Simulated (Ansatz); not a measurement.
SiO₂: how the free axis answers a strain

SiO₂, P4_32_12, a = 4.948 Å, c = 6.878 Å. This isn't the usual stable structure of the compound. Ansatz: LDA, PAW, 420 eV, Γ-centred 6×6×4 mesh on 12 atoms, Gaussian smearing 0.02 eV; no spin polarisation. Series: biaxial strain in the a-b plane, c and atoms relaxed; x is the strain in per cent. y is the change of c in per cent of 6.878 Å.

```
x (%) y (%)
 -3.0  -1.28
 -1.5  -0.75
  0.0   0.00
  1.5      ?
  3.0   1.55
```

Task: Fit y = c1 x + c2 x² to the other rows, say what c1 measures, and predict the missing y.

Result: Least squares on the rows shown. y = 0.4772 x + 0.01408 x². With no stress along c, c1 = −2C13/C33 = 0.477. The free axis grows with the strained one, which is unusual. At x = 1.5 the fit asked for gives 0.75 %. The run gave 0.69 %, so the fit is 0.06 % too high, within twice the rms miss on the fitted rows (0.04 %).

Cost: 5 runs of about 12 core-minutes in all, on Intel Xeon 6975P-C (Granite Rapids) (shared hosts).